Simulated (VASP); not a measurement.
Write the native input for VASP 6.6.1 that does the following.

```
Task                   : band structure
Functional             : PBE
Dispersion             : D3(BJ)
Potentials or basis    : VASP PAW PBE potentials, release 64 (Se, W_sv)
Cutoff                 : 520 eV
k mesh                 : 12 × 12 × 1
Occupations            : gaussian, width 0.03 eV
Spin                   : spin-orbit coupling, no magnetisation
Dipole correction      : yes
Further INCAR settings : ALGO = Fast; EDIFF = 1e-07; NBANDS = 41
```

The structure of WSe2 lies in POSCAR:

```
WSe2                                    
1.0
    3.2872502751      0.0000000000      0.0000000000
   -1.6436251375      2.8468422484      0.0000000000
    0.0000000000      0.0000000000     21.3462600000
  Se              W             
     2     1
Direct
     0.3333333300000021    0.6666666699999979    0.4209905798060021
     0.3333333300000021    0.6666666699999979    0.5790094201939979
     0.6666666699999979    0.3333333300000021    0.5000000000000000
```

One way to write it, as run:

INCAR

```
SYSTEM = WSe2
PREC = Accurate ; ENCUT = 520
EDIFF = 1E-7 ; ISMEAR = 0
SIGMA = 0.03 ; LREAL = .FALSE.
LASPH = .TRUE. ; NELM = 80
ALGO = Fast ; ISIF = 2
LWAVE = .FALSE. ; LCHARG = .FALSE.
MAGMOM = 0 0 0 0 0 0 0 0 0 ; LORBIT = 11
LSORBIT = .TRUE. ; GGA_COMPAT = .FALSE.
LMAXMIX = 4 ; LDIPOL = .TRUE.
IDIPOL = 3 ; DIPOL = 0.5 0.5 0.500
GGA = PE ; IVDW = 12
NBANDS = 41 ; LVHAR = .TRUE.
LVACPOTAV = .TRUE.
```

KPOINTS

```
regular mesh
0
G
  12 12 1
  0 0 0
```

KPOINTS_OPT

```
explicit points
67
Reciprocal
 0.0000000000  0.0000000000  0.0000000000 1
 0.0357142900  0.0000000000  0.0000000000 1
 0.0714285700  0.0000000000  0.0000000000 1
 0.1071428600  0.0000000000  0.0000000000 1
 0.1428571400  0.0000000000  0.0000000000 1
 0.1785714300  0.0000000000  0.0000000000 1
 0.2142857100  0.0000000000  0.0000000000 1
 0.2500000000  0.0000000000  0.0000000000 1
 0.2857142900  0.0000000000  0.0000000000 1
 0.3214285700  0.0000000000  0.0000000000 1
 0.3571428600  0.0000000000  0.0000000000 1
 0.3928571400  0.0000000000  0.0000000000 1
 0.4285714300  0.0000000000  0.0000000000 1
 0.4642857100  0.0000000000  0.0000000000 1
 0.5000000000  0.0000000000  0.0000000000 1
 0.4791666700  0.0416666700  0.0000000000 1
 0.4583333300  0.0833333300  0.0000000000 1
 0.4375000000  0.1250000000  0.0000000000 1
 0.4166666700  0.1666666700  0.0000000000 1
 0.3958333300  0.2083333300  0.0000000000 1
 0.3750000000  0.2500000000  0.0000000000 1
 0.3541666700  0.2916666700  0.0000000000 1
 0.3333333300  0.3333333300  0.0000000000 1
 0.3137254900  0.3137254900  0.0000000000 1
 0.2941176500  0.2941176500  0.0000000000 1
 0.2745098000  0.2745098000  0.0000000000 1
 0.2549019600  0.2549019600  0.0000000000 1
 0.2352941200  0.2352941200  0.0000000000 1
 0.2156862700  0.2156862700  0.0000000000 1
 0.1960784300  0.1960784300  0.0000000000 1
 0.1764705900  0.1764705900  0.0000000000 1
 0.1568627500  0.1568627500  0.0000000000 1
 0.1372549000  0.1372549000  0.0000000000 1
 0.1176470600  0.1176470600  0.0000000000 1
 0.0980392200  0.0980392200  0.0000000000 1
 0.0784313700  0.0784313700  0.0000000000 1
 0.0588235300  0.0588235300  0.0000000000 1
 0.0392156900  0.0392156900  0.0000000000 1
 0.0196078400  0.0196078400  0.0000000000 1
 0.0000000000  0.0000000000  0.0000000000 1
 0.0000000000  0.0000000000  0.0000000000 1
 0.0062834400 -0.0031417200  0.0000000000 1
-0.0062834400  0.0031417200  0.0000000000 1
 0.0183266900 -0.0091633500  0.0000000000 1
-0.0183266900  0.0091633500  0.0000000000 1
-0.0000000000  0.0054416200  0.0000000000 1
 0.0000000000 -0.0054416200  0.0000000000 1
-0.0000000000  0.0158713800  0.0000000000 1
 0.0000000000 -0.0158713800  0.0000000000 1
 0.5000000000  0.0000000000  0.0000000000 1
 0.5062834400 -0.0031417200  0.0000000000 1
 0.4937165600  0.0031417200  0.0000000000 1
 0.5183266900 -0.0091633500  0.0000000000 1
 0.4816733100  0.0091633500  0.0000000000 1
 0.5000000000  0.0054416200  0.0000000000 1
 0.5000000000 -0.0054416200  0.0000000000 1
 0.5000000000  0.0158713800  0.0000000000 1
 0.5000000000 -0.0158713800  0.0000000000 1
 0.3333333300  0.3333333300  0.0000000000 1
 0.3396167700  0.3301916100  0.0000000000 1
 0.3270498900  0.3364750500  0.0000000000 1
 0.3516600200  0.3241699800  0.0000000000 1
 0.3150066400  0.3424966800  0.0000000000 1
 0.3333333300  0.3387749500  0.0000000000 1
 0.3333333300  0.3278917100  0.0000000000 1
 0.3333333300  0.3492047100  0.0000000000 1
 0.3333333300  0.3174619500  0.0000000000 1
```

Potentials or basis: VASP PAW PBE potentials, release 64 (Se, W_sv).

The run is started by

```console
$ cat potpaw_PBE.64/Se/POTCAR potpaw_PBE.64/W_sv/POTCAR > POTCAR
$ mpirun -np 1 vasp_ncl > vasp.out
```

Results of the run:

| Property | Result |
| --- | --- |
| Largest force | 0.035 eV/Å |
| Valence electrons inside the program's atomic spheres | Se 3.89; W 11.97 |
| Dispersion energy per atom | -0.337 eV |
| Work function of the upper face | 4.70 eV |
| Work function of the lower face | 4.70 eV |

It took 20 min on 1 thread of Intel(R) Xeon(R) Platinum 8559C (Emerald Rapids), with other jobs on the host, peak memory 0.92 GiB.
